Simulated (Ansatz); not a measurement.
# Σ5 (310) boundary in bcc W with Al (substitutional): structure and resistance, part 2 of 2

Wanted: what the Σ5 (310) boundary in bcc W with Al (substitutional) costs an interconnect.

Ansatz 0.2.0; Ansatz plane-wave DFT, PBE, PAW files; relaxation of a bicrystal slab with its lowest layers held; PAW set soft_1 (the session's first sound run).

So far. Step 2 (Relaxing the bicrystal): The largest force component on a free atom ends at 0.028 eV/Å, under the tolerance of 0.03, after 16 steps.

### 3. Transmission across the boundary

Bulk layers of each grain are laid under and over the relaxed boundary, and a lead is named in the middle of each, away from the free faces. The mesh across the current, 20×20, is finer than the density's, because channels open and close sharply across the zone. Energies from -0.1 to 0.1 eV in steps of 0.05 eV are too few for the program's thermal sum, so it prints no conductance; for a metal the transmission near the Fermi level serves, at a fraction of the cost.

This step: Ansatz plane-wave DFT, PBE, PAW files; ballistic transport by layer matching (Landauer), zero bias; boundary relaxed in a short slab, bulk layers laid on; PAW set soft_1 (Ansatz 0.2.0).

System of this step: Σ5 (310) boundary in bcc W with Al (substitutional). The cell holds 43 atoms: 42 W and 1 Al. Cell: a = 5.248 Å, b = 3.165 Å, c = 50.492 Å, α = 90.0°, β = 90.0°, γ = 72.5°. It derives from W. Regions: lower grain, 17 atoms (17 W); boundary, 12 atoms (11 W and 1 Al); upper grain, 14 atoms (14 W). Vacuum lies along c.

input.yaml

```yaml
crystal:
  lattice:
    - [5.2482270683, 0.0, 0.0]
    - [0.9542231033, 3.0175184024, 0.0]
    - [0.0, 0.0, 50.492039223]
  atoms:
    - { symbol: W, position: [-9.2, -6.8999999999, 0.079220409] }
    - { symbol: W, position: [-8.8, -6.5999999999, 0.0990413085] }
    - { symbol: W, position: [-8.4, -6.2999999999, 0.118862208] }
    - { symbol: W, position: [-8.0, -5.9999999999, 0.1386831075] }
    - { symbol: W, position: [-7.6, -5.6999999999, 0.1585040069] }
    - { symbol: W, position: [-7.2, -5.3999999999, 0.1783249064] }
    - { symbol: W, position: [-6.8, -5.0999999999, 0.1981458059] }
    - { symbol: W, position: [-6.4, -4.7999999999, 0.2179667054] }
    - { symbol: W, position: [-6.0, -4.4999999999, 0.2377876049] }
    - { symbol: W, position: [-5.6, -4.1999999999, 0.2576085043] }
    - { symbol: W, position: [-5.2, -3.9, 0.2774294038] }
    - { symbol: W, position: [-4.8, -3.6, 0.2972503033] }
    - { symbol: W, position: [-4.4, -3.3, 0.3170712028] }
    - { symbol: W, position: [-4.0, -3.0, 0.3368921022] }
    - { symbol: W, position: [-3.6, -2.7, 0.3567130017] }
    - { symbol: W, position: [-3.2, -2.4, 0.3765339012] }
    - { symbol: W, position: [-2.8, -2.1, 0.3963548007] }
    - { symbol: W, position: [0.6, 0.2, 0.4161757002] }
    - { symbol: W, position: [0.0006651935, 0.4996674033, 0.4354136138] }
    - { symbol: W, position: [0.4035661371, 0.7982169315, 0.4557039741] }
    - { symbol: W, position: [0.8048525232, 0.0975737384, 0.476250058] }
    - { symbol: W, position: [0.2016820381, 0.3991589809, 0.4951098994] }
    - { symbol: W, position: [0.5988891937, 0.7005554032, 0.5145498236] }
    - { symbol: Al, position: [0.0337954272, -0.0168977136, 0.5391169751] }
    - { symbol: W, position: [0.6372812632, 0.6813593684, 0.5652519863] }
    - { symbol: W, position: [0.2402439137, 0.3798780431, 0.5833170088] }
    - { symbol: W, position: [0.8477337015, 0.0761331492, 0.6030049438] }
    - { symbol: W, position: [0.4435052628, 0.7782473686, 0.6233656575] }
    - { symbol: W, position: [0.045496652, 0.477251674, 0.6432869983] }
    - { symbol: W, position: [-2.354503348, -1.822748326, 0.6631078978] }
    - { symbol: W, position: [-2.754503348, -2.122748326, 0.6829287972] }
    - { symbol: W, position: [-3.154503348, -2.422748326, 0.7027496967] }
    - { symbol: W, position: [-3.554503348, -2.722748326, 0.7225705962] }
    - { symbol: W, position: [-3.954503348, -3.022748326, 0.7423914957] }
    - { symbol: W, position: [-4.354503348, -3.322748326, 0.7622123951] }
    - { symbol: W, position: [-4.754503348, -3.622748326, 0.7820332946] }
    - { symbol: W, position: [-5.154503348, -3.9227483259, 0.8018541941] }
    - { symbol: W, position: [-5.554503348, -4.2227483259, 0.8216750936] }
    - { symbol: W, position: [-5.954503348, -4.5227483259, 0.8414959931] }
    - { symbol: W, position: [-6.354503348, -4.8227483259, 0.8613168925] }
    - { symbol: W, position: [-6.754503348, -5.1227483259, 0.881137792] }
    - { symbol: W, position: [-7.154503348, -5.4227483259, 0.9009586915] }
    - { symbol: W, position: [-7.554503348, -5.7227483259, 0.920779591] }
kpoints:
  mp_grid: { grid: [8, 8, 1] }
hamiltonian:
  xc: pbe
  pseudopotentials: { kind: paw, azcp: { folder: soft_1 } }
scf:
  occupations: { method: fermi_dirac, width: 0.1 }
output:
  transmission:
    leads: [[9, 10], [34, 35]]
    kmesh: [20, 20]
    e_range: [-0.1, 0.1]
    de: 0.05
  write_potential: true
  write_density: true
  volumetric_format: npy
  elf: true
```

Run with:

```console
> ansatz run input.yaml --threads 4 --pin off --max-ram 15360MiB --backend cpu --events-out ev --progress --plain --runs-dir out
```

Numbers of over 12 decimals in the logs are rounded to 6 here.

What it wrote:

```text
[...]
Crystal: 43 atoms, lattice volume = 799.623 Å³
Basis set: ecut = 420 eV, 15701 PW (Γ)
Bands: 355, of which v1, the nominal top of the filled ones, is band 296 counted from 1 (295 counted from 0)
Symmetry: 2 space group operations
[...]
k-points: 21 of 64 (time reversal used)
[...]
SCF iter   1: F=—  HF=-436750.054551 eV  |F-HF|=—  |Δ(HF+E_count)|=         —  Δρ=6.22e-2  dr2=5.08e2  ethr=3.10e-3  ⟨swp⟩=6.2  Hψ=29780  notcnv=0
[...]
SCF iter  12: F=-436736.372703 eV  HF=-436736.372703 eV  |F-HF|=3.09e-8  |Δ(HF+E_count)|=   6.00e-9  Δρ=1.70e-6  dr2=6.77e-8  ethr=1.69e-11  ⟨swp⟩=16.9  Hψ=27212  notcnv=0
SCF 1 converged in 12 iterations: F = -436736.372703 eV  dr2 = 6.77e-8
[...]
transmission: 457 of 4551 steps passed
transmission: 912 of 4551 steps passed
[...]
transmission: 4551 of 4551 steps passed
WARN: The output density's exchange-correlation potential varies sharply where the density is thin. Do not read a vacuum level from v_tot or v_xc, or from such a field of the output density. On a cell that repeats whose density bears no net charge and no dipole along the vacuum's axis use v_es (v_loc + v_h of the components); under efield.dipole_correction with no amplitude use v_es + v_field, which holds any externa [...]
SCF converged after 12 iterations
Free energy (F): -436736.372703 eV
[...]
Internal energy: -436735.554697 eV  (E = F + TS)
E sigma→0 (E₀):  -436735.963700 eV
Entropy (-TS):   -0.818006 eV (-19.023 meV/atom)
Fermi energy:    18.239486 eV
[...]
--- Band table (eV; the first three rows and the last of 21) ---
  k-point 0: bands = [... 292 lower, 18.1090, 18.1878, 18.2183, 18.2222, 18.2239, 18.3625, 18.3699, 18.3815, ... 55 higher]
  k-point 1: bands = [... 292 lower, 17.7709, 17.8406, 17.9741, 18.0029, 18.0384, 18.1838, 18.2432, 18.2490, ... 55 higher]
  k-point 2: bands = [... 292 lower, 17.5435, 17.5675, 17.6120, 17.9305, 18.1195, 18.3478, 18.3741, 18.4346, ... 55 higher]
  k-point 20: bands = [... 292 lower, 18.2624, 18.4073, 18.4135, 18.4495, 18.5067, 18.5218, 18.5271, 18.5715, ... 55 higher]
--- Transmission ---
  basis      : 141 plane waves across, 41 finite elements along
  points     : 111, standing for a mesh of 20 x 20
  energies   : 5 from -0.100000 to 0.100000 eV about the Fermi level, 0.050000 eV apart; the leads are filled to 0.000000 eV, and channels, transmission and decay are at 0.000000 eV
  crystal 0  : W2, at the sites [9, 10], period 2.0016 Å, over 18.01 Å; its Hamiltonian steps by up to 16.7 meV
    offset         : up to 0.0000 Å between an atom of the period and one for which it stands
    channels       : 1.905000e0 a spin
    conductance    : none, the energies end too early or step too widely for 300 K: set another output.transmission.e_range or a lower de, or, where they end at an eighth of basis.ecutwfc, a higher one
    slowest decay  : 0.0321 /Å at (0.0000, 0.3000)
[...]
channels       : 1.905000e0 a spin
[...]
slowest decay  : 0.0341 /Å at (0.0000, 0.3000)
  junction   : crystal 0 to crystal 1, 12.51 to 37.99 Å
    transmission   : 7.150441e-1 a spin
[...]
```

Elapsed: 17 min, on 4 threads of Arm Neoverse V1, shared host; peak memory 8.8 GiB.

Numbers from this step:

* free energy: -436736.3727 eV
* energy at zero smearing: -436735.9637 eV
* Fermi energy: 18.24 eV
* cell area: 15.84 Å²
* transmission per spin nearest the Fermi level: 0.7150
* open channels per spin nearest the Fermi level: 1.905
* open channels per spin, upper lead: 1.905
* step of the lead's potential: 16.7 meV
* step of the upper lead's potential: 13.1 meV

Per spin. Transmission, zone mean against energy, zero at the Fermi level:

```csv
energy (eV),"transmission, zone mean"
-0.1000,0.705
-0.0500,0.706
0.0000,0.715
0.0500,0.746
0.1000,0.791
```

Per spin. Open channels, zone mean against energy, zero at the Fermi level:

```csv
energy (eV),lead,upper lead
-0.1000,1.82,1.82
-0.0500,1.87,1.88
0.0000,1.91,1.91
0.0500,2.04,2.02
0.1000,2.06,2.06
```

Transmission over k1 and k2. At 0.0000 eV from the Fermi level.

Ten even steps from '0' (0.00) to '9' (2.48):
```
54320023455532002355
00033300000232223200
03333330000333333000
00111000000022200000
10000111200011000211
10001221000000000122
22222333200000023332
44425554344644345552
66787644666666446787
97968645654565468697
67876446666664467876
42555434464434555244
22333200000023332222
12210000000001221000
11120001100021110000
00000022200000001110
00003333330000333333
00023222320000033300
55532002355543200234
55531013555553101355
```
Columns: k1 (b1) from -0.5 to 0.45; rows upwards: k2 (b2) from -0.5 to 0.45.

Open channels over k1 and k2. At 0.0000 eV from the Fermi level.

Ten even steps from '_' (0.00) to '@' (6.00):
```
----++........++------++--........--++--
______......________..................__
__............______................____
................______..------..______..
..................__............__......
................----..........----......
............----------....----------....
++**++--********++++++**++++++********--
****@@%%**********%%%%%%%%**********%%@@
@@%%%%****%%%%%%%%@@**@@%%%%%%%%****%%%%
**@@%%**********%%%%%%%%**********%%@@**
++--********++++++**++++++********--++**
......----------....----------..........
........----..........----..............
........__............__................
....______..------..______..............
______................______............
____..................________......____
----++--........--++------++........++--
--++++----..----++++--++++----..----++++
```
Columns: k1 (b1) from -0.5 to 0.45; rows upwards: k2 (b2) from -0.5 to 0.45.

Valence density in the cb plane at fractional x = 0.034, with atoms of W and Al within 0.2 Å of it. It is the smooth field of the valence electrons, not physical close to the nuclei.

Values in e/Å³, 5 rows by 16 columns, each cell a mean:
```
0.4 0.8 0.4 0.4 0.3 0.4 0.3 0.2 0.1 0.2 0.2 0.5 0.5 0.4 0.4 0.4
0.4 0.4 0.6 2.9 0.7 0.3 0.6 0.3 0.2 0.2 0.3 0.4 0.3 1.9 2.2 0.3
0.4 0.3 1.0 5.4 1.2 0.4 1.0 0.3 0.2 0.2 0.4 0.4 0.3 3.5 4.0 0.3
0.3 0.4 0.6 2.3 0.6 0.4 0.6 0.3 0.2 0.2 0.3 0.4 0.3 1.5 1.8 0.3
0.4 0.9 0.4 0.3 0.3 0.4 0.3 0.2 0.1 0.2 0.2 0.5 0.5 0.3 0.3 0.4
```
Columns run along c (16.0 Å, from fractional 0.37 to 0.69 of the cell), rows up along b (3.2 Å). Atoms in or near the plane, at fractional coordinates: W at (0.44, 0.50), Al at (0.54, 0.98), W at (0.64, 0.48).

Electrostatic potential energy in the cb plane at fractional x = 0.034, with atoms of W and Al within 0.2 Å of it. With pseudopotentials it is smooth inside the atoms' cores, unlike the true potential.

Ten even steps from '0' (-27 eV) to '9' (19 eV), each cell a mean:
```
99754589999999888999976997799997667999999987
99877888756899988889986666899998888986568998
98889986200489998668999888999888899851004899
88899983000169986446899999998778999730001699
88899983000169986446899999998778999830002799
99888986311589998778998778999888899862015899
99866788777899988899986676899998778987678998
99743589999999888999976997699997657999999987
```
Columns run along c (16.0 Å, from fractional 0.37 to 0.69 of the cell; values clipped at the 3rd and 97th percentile), rows up along b (3.2 Å). Atoms in or near the plane, at fractional coordinates: W at (0.44, 0.50), Al at (0.54, 0.98), W at (0.64, 0.48).

ELF in the cb plane at fractional x = 0.034, with atoms of W and Al within 0.2 Å of it. It is the smooth field of the valence electrons, not physical close to the nuclei.

Ten even steps from '0' (0.09) to '9' (0.66), each cell a mean:
```
64344225433563124555771000676543321354335521
65433244222245444433576225765444323432223543
44444544899525543432367778753234455349995356
12356626957823523542246777642112365269277246
22356636968824533442246777642122465269487246
44444444788435544332367777753334445447884355
65333244211355334544575103775544322442113542
53254225544663123566771020576533321365446521
```
Columns run along c (16.0 Å, from fractional 0.37 to 0.69 of the cell), rows up along b (3.2 Å). Atoms in or near the plane, at fractional coordinates: W at (0.44, 0.50), Al at (0.54, 0.98), W at (0.64, 0.48).

Over the solved energies the transmission per spin lies between 0.705 and 0.791, out of 1.94 channels of the lead on average (up to 2.06).

### 4. Specific resistance

This step: Ansatz plane-wave DFT, PBE, PAW files; ballistic transport by layer matching (Landauer), zero bias; specific resistance of the boundary; PAW set soft_1 (Ansatz 0.2.0).

This step gave:

| Property | Result |
| --- | --- |
| area resistance | 1.735 fΩ m² |
| T over the leads' mean channel count | 0.3781 |

Averaged over the energies near the Fermi level, 37.8 % of the channels pass, which makes 1.74 fΩ m².

By hand, with T and the leads' channels N averaged over the energies near the Fermi level: RA = A (h/2e²)(1/T − ½[1/N₁ + 1/N₂]) = 15.84×10⁻²⁰ m² × 12 906 Ω × (1/0.7325 − ½[1/1.939 + 1/1.936]) = 1.74 fΩ m².

### 5. Results

* specific resistance of the boundary: 1.74 fΩ m²
* share of channels that pass: 0.378

What this shows: The boundary has a specific resistance of 1.7 fΩ m². The boundary reflects 62 % of the channels; 1.7 fΩ m² is 17×10⁻¹² Ω·cm². That equals the resistance of 32 nm of bulk W at 300 K (measured 5.44 µΩ cm, CRC Handbook of Chemistry and Physics, 84th ed., 2003, Electrical Resistivity of Pure Metals). One Al in 15.8 Å² of boundary is a high coverage. Each plane of this narrow cell holds one atom, so the solute fills a whole plane. One starting structure was relaxed; another shift or atom count at the boundary may lie lower. Spin-orbit coupling is left out, which matters for W.

[Logs are printed without paths, hosts, clocks, repeated set-up lines and the standing remarks that a program may print on its own settings, such as how far it seeks lower states.]

[Hosts, paths, dates, database ids (printed as entryN), source tags and the programs' standing remarks are cut or masked in the printed files.]
